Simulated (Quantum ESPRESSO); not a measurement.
## Ru under changes of volume

One of the cells (13.575 Å³/atom); the others are scaled copies at fixed shape and fractional positions:

```xyz
2
Lattice="2.7058 0.0000 0.0000 -1.3529 2.3433 0.0000 0.0000 0.0000 4.2819" Properties=species:S:1:pos:R:3 pbc="T T T"
Ru    1.3529    0.7811    3.2114
Ru    0.0000    1.5622    1.0705
```

```yaml
Program: Quantum ESPRESSO 7.5
Functional: LDA
Potentials_or_basis: PseudoDojo 0.4.1 SR LDA standard
Cutoff: 1197 eV
Density_cutoff: 4789 eV
k_mesh: 11 × 11 × 6
Occupations: fermi-dirac, width 0.05 eV
Spin: no spin polarisation
```

```csv
volume (Å³/atom),energy over the lowest point (meV/atom),pressure (GPa)
12.760,11.19,10.9
13.032,0.00,2.6
13.303,2.18,-4.9
13.575,16.21,-11.5
13.846,40.76,-17.3
14.118,74.63,-22.5
14.389,?,?
```

Task: What does the run at 14.389 Å³/atom give?

Result: Energy over the lowest point 116.75 meV/atom; pressure -27.0 GPa.

Worked out: A Birch-Murnaghan fit of order 3 (a polynomial in V^(-2/3)) to the other rows has its minimum at 13.12 Å³/atom with B0 = V·E''(V) = 366 GPa and B' = 4.8 at fixed shape and positions, which overstates the stiffness. It gives 116.65 meV/atom at 14.389 Å³/atom, against the run's 116.75, and -dE/dV = -27.1 GPa, against -27.0.

Energies are extrapolated to zero smearing.
